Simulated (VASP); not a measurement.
GaN:

```
CELL_PARAMETERS angstrom
3.18000 0.00000 0.00000
-1.59000 2.75396 0.00000
0.00000 0.00000 5.16600
ATOMIC_POSITIONS crystal
Ga 0.33333 0.66667 0.00000
Ga 0.66667 0.33333 0.50000
N 0.33333 0.66667 0.37500
N 0.66667 0.33333 0.87500
```

| Item | Value |
| --- | --- |
| Program | VASP 6.6.1 |
| Task | relaxation of cell and atoms |
| Functional | PBE |
| Potentials or basis | VASP PAW PBE potentials, release 64 (Ga_d, N) |
| Cutoff | 600 eV |
| k mesh | 8 × 8 × 5 |
| Occupations | gaussian, width 0.05 eV |
| Spin | no spin polarisation |

At the start: pressure 7.2 GPa; volume 11.31 Å³/atom.

Problem. How do energy, volume and symmetry change on relaxing?

Solution. Over 5 steps the energy falls by 10.0 meV/atom and the volume is 11.75 Å³/atom (+3.9 %); space group P6_3mc (No. 186, to 0.05 Å).

Step by step:
```
step  energy change (eV)  largest force (eV/Å)  pressure (GPa)  volume (Å³)
   1              0.0000                0.1347            7.16        45.24
   2             -0.0118                0.0618           -5.26        48.63
   3             -0.0402                0.0108           -0.03        47.03
   4             -0.0402                0.0129            0.13        47.00
   5             -0.0402                0.0074            0.09        47.00
```

Final structure:
```cif
data_structure
_symmetry_space_group_name_H-M 'P 1'
_symmetry_Int_Tables_number 1
_cell_length_a 3.2171
_cell_length_b 3.2171
_cell_length_c 5.2433
_cell_angle_alpha 90.000
_cell_angle_beta 90.000
_cell_angle_gamma 120.000
_cell_volume 47.00
loop_
_atom_site_label
_atom_site_type_symbol
_atom_site_fract_x
_atom_site_fract_y
_atom_site_fract_z
_atom_site_occupancy
Ga1 Ga 0.33333 0.66667 0.99924 1
Ga2 Ga 0.66667 0.33333 0.49924 1
N1 N 0.33333 0.66667 0.37576 1
N2 N 0.66667 0.33333 0.87576 1
```
